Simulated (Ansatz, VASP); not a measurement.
One calculation of C, two programs

File INCAR:

```
SYSTEM = C
PREC = Accurate
ENCUT = 520
EDIFF = 1E-6
ISMEAR = -1
SIGMA = 0.02
LREAL = .FALSE.
LASPH = .TRUE.
NELM = 80
ALGO = Normal
ISIF = 2
LWAVE = .FALSE.
LCHARG = .TRUE.
LDIPOL = .TRUE.
IDIPOL = 3
DIPOL = 0.5 0.5 0.500
GGA = CA
LELF = .TRUE.
LVHAR = .TRUE.
LVACPOTAV = .TRUE.
NBANDS = 11
```

The input KPOINTS:

```
Automatic mesh
0
G
  14 14 1
  0 0 0
```

POSCAR

```
C
1.0
    2.4973051747      0.0000000000      0.0000000000
   -1.2486525873      2.1627297223      0.0000000000
    0.0000000000      0.0000000000     22.0002000000
C
2
Direct
    0.8333333333      0.1666666667      0.5000044145
    0.1666666667      0.8333333333      0.4999955855
```

Input for Ansatz:

```yaml
crystal:
  lattice:
    - [2.4973051747, 0.0, 0.0]
    - [-1.2486525873, 2.1627297223, 0.0]
    - [0.0, 0.0, 22.0002]
  atoms:
    - { symbol: C, position: [0.8333333333, 0.1666666667, 0.5000044145] }
    - { symbol: C, position: [0.1666666667, 0.8333333333, 0.4999955855] }
kpoints:
  mp_grid: { grid: [14, 14, 1] }
scf:
  occupations: { method: fermi_dirac, width: 0.02 }
hamiltonian:
  xc: lda
  pseudopotentials: { kind: all_electron, lapw: { basis_error: 0.001 } }
output:
  forces: true
  stress: true
  eigenvalues: true
efield:
  axis: 3
  amplitude: 0
  dipole_correction: true
```

Alike in both runs: task single point; functional LDA; k mesh 14 × 14 × 1; occupations fermi-dirac, width 0.02 eV; no spin polarisation.

|  | VASP | Ansatz |
| --- | --- | --- |
| version | VASP 6.6.1 | Ansatz 0.2.0 |
| potentials or method | VASP PAW LDA potentials, release 64 (C) | all-electron LAPW, scalar-relativistic |
| plane-wave cutoff (eV) | 520 | see its input |

|  | VASP | Ansatz | Ansatz less VASP |
| --- | --- | --- | --- |
| gap on the k mesh at the Fermi level (eV) | 1.17 | 1.17 | 0.000 |

Ansatz ran all-electron here, so the differences hold the error of VASP's frozen core and of both bases. Ansatz warned: «structure_snapped_to_symmetry».
